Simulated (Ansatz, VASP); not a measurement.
# One calculation of La, two programs

File INCAR:

```
SYSTEM = La
  ALGO = Normal
  EDIFF = 1E-7
  EDIFFG = -0.005
  ENCUT = 600
  GGA = PE
  IBRION = 2
  ISIF = 3
  ISMEAR = -1
  LASPH = .TRUE.
  LCHARG = .FALSE.
  LREAL = .FALSE.
  LWAVE = .FALSE.
  NELM = 100
  NSW = 45
  PREC = Accurate
  SIGMA = 0.05
```

Contents of KPOINTS:

```
k-points
0
G
  14 14 14
  0 0 0
```

Contents of POSCAR:

```
La
1.0
   -2.1120340558      2.1120340558      2.1120340558
    2.1120340558     -2.1120340558      2.1120340558
    2.1120340558      2.1120340558     -2.1120340558
La
1
Direct
    0.0000000000      0.0000000000      0.0000000000
```

Input for Ansatz:

```yaml
crystal:
  lattice:
    - [-2.1120340558, 2.1120340558, 2.1120340558]
    - [2.1120340558, -2.1120340558, 2.1120340558]
    - [2.1120340558, 2.1120340558, -2.1120340558]
  atoms:
    - { symbol: La, position: [0.0, 0.0, 0.0] }
kpoints:
  mp_grid: { grid: [14, 14, 14] }
scf:
  occupations: { method: fermi_dirac, width: 0.05 }
hamiltonian:
  xc: pbe
  pseudopotentials: { kind: all_electron, lapw: { basis_error: 0.0005 } }
output:
  forces: true
  stress: true
  eigenvalues: true
  populations: true
relax:
  f_tol: 0.005
  max_steps: 25
  cell: {}
```

Alike in both runs: task relaxation of cell and atoms; functional PBE; k mesh 14 × 14 × 14; occupations fermi-dirac, width 0.05 eV; no spin polarisation.

|  | VASP | Ansatz |
| --- | --- | --- |
| version | VASP 6.6.1 | Ansatz 0.2.0 |
| potentials or method | VASP PAW PBE potentials, release 64 (La) | all-electron LAPW, scalar-relativistic |
| plane-wave cutoff (eV) | 600 | see its input |

|  | VASP | Ansatz | Ansatz less VASP |
| --- | --- | --- | --- |
| relaxed volume (Å³/atom) | 37.74 | 37.68 | -0.053 |
| relaxed cell length with the largest relative difference (Å) | 3.660 | 3.658 | -0.0017 |

Ansatz ran all-electron here, so the differences hold the error of VASP's frozen core and of both bases.

The runs have no spin-orbit coupling, so splittings on La are missing.
